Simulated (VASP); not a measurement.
# FeO (Wuestite) under changes of volume

One of the cells (10.268 Å³/atom); the others are scaled copies at fixed shape and fractional positions:

```xyz
2
Lattice="1.5289 0.8827 2.5363 -1.5289 0.8827 2.5363 0.0000 -1.7654 2.5363" Properties=species:S:1:pos:R:3 pbc="T T T"
Fe    0.0000    0.0000    0.0000
O     0.0000    0.0000    3.8044
```

```yaml
Program: VASP 6.6.1
Functional: PBEsol
Potentials_or_basis: VASP PAW PBE potentials, release 64 (Fe, O)
Cutoff: 520 eV
k_mesh: 11 × 11 × 11
Occupations: fermi-dirac, width 0.05 eV
Spin: collinear spin, ferromagnetic start
Starting_moments: "[3.0, 0.0] μB"
```

```tsv
volume (Å³/atom)	energy over the lowest point (meV/atom)	pressure (GPa)
9.463	?	?
9.664	0.00	-1.6
9.866	4.42	-5.7
10.268	27.00	-12.3
10.470	44.17	-15.2
10.671	64.71	-17.7
```

Q: What does the run at 9.463 Å³/atom give?

A: Energy over the lowest point 0.96 meV/atom; pressure 2.9 GPa.

Worked out: A Birch-Murnaghan fit of order 3 (a polynomial in V^(-2/3)) to the other rows has its minimum at 9.60 Å³/atom, just outside them, with B0 = V·E''(V) = 210 GPa and B' = 4.5 at fixed shape and positions, which overstates the stiffness. It gives 0.90 meV/atom at 9.463 Å³/atom, against the run's 0.96, and -dE/dV = 3.0 GPa, against 2.9.

Energies are extrapolated to zero smearing.

Caveats: the PAW data sets were made with another functional, which shifts forces and pressure a little; a cell with one magnetic atom can't hold antiferromagnetic order, which such compounds often take.
